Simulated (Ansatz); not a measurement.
# C: the cost of one run

Program: Ansatz 0.2.0. Level of theory: DFT PBEsol, scalar-relativistic, plane waves, PAW. These are calculated values, not measurements.

6 further runs of the same task are left out: 1 that didn't finish, 5 set aside as unsound or not needed.

**1. The starting structure**

It takes space group R-3m (No. 166, trigonal). Conventional cell: a = 2.459 Å, b = 2.459 Å, c = 10.842 Å, α = 90.00°, β = 90.00°, γ = 120.00°. C (site symmetry 3m) has 3 C at 1.42 Å as nearest neighbours.

Structure file:

```cif
data_structure
_symmetry_space_group_name_H-M 'P 1'
_symmetry_Int_Tables_number 1
_cell_length_a 3.8828
_cell_length_b 3.8828
_cell_length_c 3.8828
_cell_angle_alpha 36.920
_cell_angle_beta 36.920
_cell_angle_gamma 36.920
_cell_volume 18.92
loop_
_atom_site_label
_atom_site_type_symbol
_atom_site_fract_x
_atom_site_fract_y
_atom_site_fract_z
_atom_site_occupancy
C1 C 0.16664 0.16664 0.16664 1
C2 C 0.83336 0.83336 0.83336 1
```

This cell was relaxed beforehand with the same method: volume 9.46 Å³/atom, gap on the mesh 0.43 eV.

**2. Relaxing at 3 GPa**

What is minimised here is the enthalpy; the energy can go up as the cell is squeezed.

File input.yaml:

```yaml
crystal:
  lattice:
    - [1.2294462219, 0.7098211072, 3.6139529305]
    - [-1.2294462219, 0.7098211072, 3.6139529305]
    - [0.0, -1.4196422144, 3.6139529305]
  atoms:
    - { symbol: C, position: [0.166641055, 0.166641055, 0.166641055] }
    - { symbol: C, position: [0.833358945, 0.833358945, 0.833358945] }
basis:
  ecutwfc: 420
kpoints:
  mp_grid: { grid: [18, 18, 18] }
hamiltonian:
  xc: pbesol
scf:
  occupations: { method: fixed }
output:
  forces: true
  stress: true
  eigenvalues: true
relax:
  adjacent_minimum: "off"
  f_tol: 0.001
  max_steps: 60
  cell: { stress_tol: 0.02, p_target: 3.0 }
```

The run is started by

```sh
$ ansatz run input.yaml --threads 1 --pin off --max-ram 3072MiB --backend cpu --events-out ev --progress --plain --runs-dir out
```

Q: Estimate wall time and peak memory on 1 thread of Intel Xeon at 2.70GHz, shared host.

About 68 s, with a peak of 0.42 GiB.
